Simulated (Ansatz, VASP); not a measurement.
# Si: VASP beside Ansatz

```
Si
1.0
     0.00000    2.72212    2.72212
     2.72212    0.00000    2.72212
     2.72212    2.72212    0.00000
Si
2
Direct
  0.00000 0.00000 0.00000
  0.25000 0.25000 0.25000
```

Alike in both runs: task single point; functional r2SCAN; k mesh 8 × 8 × 8; no spin polarisation.

|  | VASP | Ansatz |
| --- | --- | --- |
| version | VASP 6.6.1 | Ansatz 0.2.0 |
| potentials or method | VASP PAW PBE potentials, release 64 (Si) | plane waves, PAW |
| plane-wave cutoff (eV) | 520 | 500 |
| occupations | gaussian, width 0.01 eV | fixed |
| valence electrons in the cell | 8 | 8 |

```csv
,VASP,Ansatz,Ansatz less VASP
gap on the k mesh at the Fermi level (eV),0.83,0.81,-0.015
pressure (GPa),-0.2,0.0,+0.24
```

Caveats: the PAW data sets were made with another functional, which shifts forces and pressure a little (VASP). A k mesh can miss the band edges. r2SCAN opens gaps a little over a GGA but as a rule still falls short of measured ones.
